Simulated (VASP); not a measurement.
The system is CuI (Marshite).

```
Cu I
1.0
     0.00000    3.03150    3.03150
     3.03150    0.00000    3.03150
     3.03150    3.03150    0.00000
Cu I
1 1
Direct
  0.25000 0.25000 0.25000
  0.00000 0.00000 0.00000
```

| Item | Value |
| --- | --- |
| Program | VASP 6.6.1 |
| Task | relaxation of cell and atoms |
| Functional | PBE |
| Dispersion | D3(BJ) |
| Potentials or basis | VASP PAW PBE potentials, release 64 (Cu, I) |
| Cutoff | 600 eV |
| k mesh | 8 × 8 × 8 |
| Occupations | gaussian, width 0.03 eV |
| Spin | no spin polarisation |

At the start: pressure -1.9 GPa; volume 27.86 Å³/atom.

Q: Where does the relaxation end?

A: Over 3 steps the energy falls by 7.5 meV/atom and the volume is 26.65 Å³/atom (-4.3 %); space group F-43m (No. 216, to 0.05 Å).

Step by step:
```
step  energy change (eV)  largest force (eV/Å)  pressure (GPa)  volume (Å³)
   1              0.0000                0.0000           -1.91        55.72
   2             -0.0150                0.0000            0.20        53.09
   3             -0.0151                0.0000           -0.02        53.30
```

Final structure:
```
CELL_PARAMETERS angstrom
0.00000 2.98695 2.98695
2.98695 0.00000 2.98695
2.98695 2.98695 0.00000
ATOMIC_POSITIONS crystal
Cu 0.25000 0.25000 0.25000
I 0.00000 0.00000 0.00000
```
